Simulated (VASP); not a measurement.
**AgCl in VASP: one cell, several levels of theory**

One table from this session's results is given with a row withheld; the runs are named, their logs left out.

Program: VASP 6.6.1. PAW datasets, plane waves. The structure was generated, not taken from experiment, and needn't be the ground state; spin polarisation is off.

## The cell

The cell comes from an earlier relaxation with r2SCAN in another program.

The symmetry is F-43m (No. 216, cubic); a = 5.986 Å in the conventional setting, 26.82 Å³ an atom. Near Ag stand 4 Cl at 2.59 Å; near Cl stand 4 Ag at 2.59 Å.

The structure in full:

Space group F-43m (No. 216). a = 5.986 Å, b = 5.986 Å, c = 5.986 Å, α = 90.00°, β = 90.00°, γ = 90.00°
```csv
atom,site,symmetry,x,y,z
Ag,4a,-43m,0.0000,0.0000,0.0000
Cl,4d,-43m,0.2500,0.2500,0.7500
```

The first run:

Input file INCAR:

```
ENCUT = 520.000000
SIGMA = 0.020000
EDIFF = 1.00e-07
GGA = PE
PREC = Accurate
IBRION = -1
ISIF = 2
ISMEAR = -1
NBANDS = 16
NELM = 120
NSW = 0
LASPH = .TRUE.
LCHARG = .FALSE.
LWAVE = .FALSE.
LREAL = .FALSE.
```

Input file KPOINTS:

```
KPOINTS created by Atomic Simulation Environment
0
Gamma
8 8 8
0 0 0
```

Input file KPOINTS_OPT:

```
special points
6
Reciprocal
0.0000000000 0.0000000000 0.0000000000 1
0.5000000000 0.0000000000 0.5000000000 1
0.5000000000 0.2500000000 0.7500000000 1
0.3750000000 0.3750000000 0.7500000000 1
0.5000000000 0.5000000000 0.5000000000 1
0.6250000000 0.2500000000 0.6250000000 1
```

Input file POSCAR:

```
Ag Cl
 1.0000000000000000
    -0.0000000000000000    2.9932461610011161    2.9932461610011161
     2.9932461610011161   -0.0000000000000000    2.9932461610011161
     2.9932461610011161    2.9932461610011161    0.0000000000000000
 Ag  Cl
   1   1
Cartesian
  0.0000000000000000  0.0000000000000000  0.0000000000000000
  1.4966230805005580  1.4966230805005580  1.4966230805005580
```

The run uses the recommended PBE PAW datasets (18 valence electrons a neutral cell).

The run is started by

```bash
$ mpirun -np 1 vasp_std
```

Among the steps run: PBE at this geometry; r2SCAN; Single point with LDA; PBEsol; Single point with PBE+SOC.

One of the session's tables, all rows but one given; the rest of the session is left out.

```
  level  gap (eV)  pressure (GPa)  Ansatz: gap (eV)  Ansatz: pressure (GPa)
    PBE      1.25            1.08              1.25                    1.19
 r2SCAN      1.60           -0.08              1.65                    0.01
    LDA      0.97           -4.04              0.94                   -4.03
 PBEsol         ?               ?                 ?                       ?
PBE+SOC      1.15            1.05              1.15                    1.15
```

**Question.** Estimate the row for PBEsol.

The run gave: gap (eV): 1.10; pressure (GPa): -1.81; Ansatz: gap (eV): 1.10; Ansatz: pressure (GPa): -1.74. In the column «gap (eV)» it lies between LDA (0.97) and PBE+SOC (1.15).

In words: The gap runs from 0.97 eV (LDA) to 1.60 eV (r2SCAN). Leaving spin-orbit runs aside: The pressure is highest with PBE (1.1 GPa) and lowest with LDA (-4.0 GPa), which orders the cells that they would relax to. The two programs agree on the gap within 0.06 eV, far less than the spread between functionals. The two codes have different PAW datasets and cutoffs. VASP's cell holds 18 valence electrons and Ansatz's 26. LDA means the Perdew–Zunger form in VASP and the Perdew–Wang form in Ansatz.
